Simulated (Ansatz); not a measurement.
The system is Gd.

```
Gd
1.0
     3.63600    0.00000    0.00000
    -1.81800    3.14887    0.00000
     0.00000    0.00000    5.78260
Gd
2
Direct
  0.66667 0.33333 0.75000
  0.33333 0.66667 0.25000
```

| Item | Value |
| --- | --- |
| Program | Ansatz 0.2.0 |
| Task | relaxation of cell and atoms |
| Functional | PBEsol |
| Potentials or basis | Ansatz PAW |
| Cutoff | 420 eV (not typed: the program's choice for these potentials) |
| k mesh | 8 × 8 × 5 |
| Occupations | fermi-dirac, width 0.05 eV |
| Spin | collinear spin, ferromagnetic start |
| Starting moments | [7.0, 7.0] μB |

At the start: volume 33.10 Å³/atom.

How do energy, volume and symmetry change on relaxing?

It ends after 4 steps and the volume is 31.40 Å³/atom (-5.1 %); space group P6_3/mmc (No. 194, to 0.05 Å); moment 15.17 μB per cell.

The path:
```tsv
step	energy change (eV)	largest force (eV/Å)	volume (Å³)
1	0.0000	0.0000	66.21
2	-0.0195	0.0000	63.30
3	-0.0200	0.0000	62.80
4	-0.0194	0.0000	62.80
```

Final structure:
```yaml
crystal:
  lattice:
    - [3.56545, 0.00000, 0.00000]
    - [-1.78273, 3.08777, 0.00000]
    - [0.00000, 0.00000, 5.70421]
  atoms:
    - { symbol: Gd, position: [0.66667, 0.33333, 0.75000] }
    - { symbol: Gd, position: [0.33333, 0.66667, 0.25000] }
```

Caveat: the plane-wave basis is chosen anew once the cell has moved, so the energies of steps on either side of that aren't comparable; the PAW data sets come from PBE, with cores solved anew for the run's functional, which leaves a small shift of forces and pressure.
